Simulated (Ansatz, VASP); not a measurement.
# GaAs: VASP beside Ansatz

```
As Ga
1.0
     0.00000    2.82685    2.82685
     2.82685    0.00000    2.82685
     2.82685    2.82685    0.00000
As Ga
1 1
Cartesian
  4.2403 4.2403 4.2403
  0.0000 0.0000 0.0000
```

Alike in both runs: task relaxation of cell and atoms; functional PBEsol; k mesh 8 × 8 × 8; occupations fermi-dirac, width 0.05 eV; no spin polarisation.

|  | VASP | Ansatz |
| --- | --- | --- |
| version | VASP 6.6.1 | Ansatz 0.2.0 |
| potentials or method | VASP PAW PBE potentials, release 64 (As, Ga_d) | Ansatz PAW |
| plane-wave cutoff (eV) | 600 | 420 |
| valence electrons in the cell | 18 | 28 |

```tsv
	VASP	Ansatz	Ansatz less VASP
gap on the k mesh at the Fermi level, each at its own relaxed structure (eV)	0.42	0.43	+0.005
relaxed volume (Å³/atom)	22.70	22.64	-0.059
relaxed cell length with the largest relative difference (Å)	4.004	4.001	-0.0035
```

The two sets of potentials don't hold the same shells in valence.

Caveats: the PAW data sets were made with another functional, which shifts forces and pressure a little (VASP); the plane-wave basis is chosen anew once the cell has moved, so the energies of steps on either side of that aren't comparable (Ansatz); the PAW data sets come from PBE, with cores solved anew for the run's functional, which leaves a small shift of forces and pressure (Ansatz). A k mesh can miss the band edges. A hybrid or GW would open this gap; PBEsol tends to underestimate it.
